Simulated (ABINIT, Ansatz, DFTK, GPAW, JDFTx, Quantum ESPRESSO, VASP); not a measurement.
## Y: programs and potentials compared

```
CELL_PARAMETERS angstrom
3.64740 0.00000 0.00000
-1.82370 3.15874 0.00000
0.00000 0.00000 5.73060
ATOMIC_POSITIONS crystal
Y 0.66667 0.33333 0.75000
Y 0.33333 0.66667 0.25000
```

Alike in all runs: task single point; functional PBE; k mesh 8 × 8 × 5; occupations fermi-dirac, width 0.05 eV; no spin polarisation; no spin-orbit coupling. Pressure is positive in compression and, in plane waves, holds the error of the finite cutoff, which Ansatz's Pulay term estimates and takes out.

```json
{"program and potentials": "JDFTx, PseudoDojo-SR-PBE-0.5-standard with smoothed tails", "plane-wave cutoff (eV)": "980", "notes": "-", "pressure (GPa)": "-0.13"}
{"program and potentials": "Ansatz, all-electron LAPW, scalar-relativistic", "plane-wave cutoff (eV)": "-", "notes": "-", "pressure (GPa)": "-0.12"}
{"program and potentials": "ABINIT, JTH PAW PBE v2.0", "plane-wave cutoff (eV)": "435", "notes": "-", "pressure (GPa)": "-0.19"}
{"program and potentials": "VASP, PBE PAW files Y_sv, 520 eV", "plane-wave cutoff (eV)": "520", "notes": "-", "pressure (GPa)": "-0.23"}
{"program and potentials": "Ansatz, Ansatz PAW (earlier soft set)", "plane-wave cutoff (eV)": "420", "notes": "-", "pressure (GPa)": "-0.12"}
{"program and potentials": "DFTK, PseudoDojo SR PBE 0.4.1 standard (PBE)", "plane-wave cutoff (eV)": "980", "notes": "-", "pressure (GPa)": "-0.13"}
{"program and potentials": "GPAW, GPAW PAW data sets (gpaw-data 1.2.1)", "plane-wave cutoff (eV)": "600", "notes": "-", "pressure (GPa)": "-0.17"}
{"program and potentials": "Quantum ESPRESSO, SSSP 1.3 efficiency PBE", "plane-wave cutoff (eV)": "748", "notes": "-", "pressure (GPa)": "-0.14"}
```

The pressure spans -0.23 (VASP, PBE PAW files Y_sv, 520 eV) to -0.12 GPa (Ansatz, Ansatz PAW (earlier soft set)), with all-electron results at -0.12.

The functional is the same throughout but for its coding, so the spread measures potentials, basis and numerics; runs on potential files found faulty are left out.
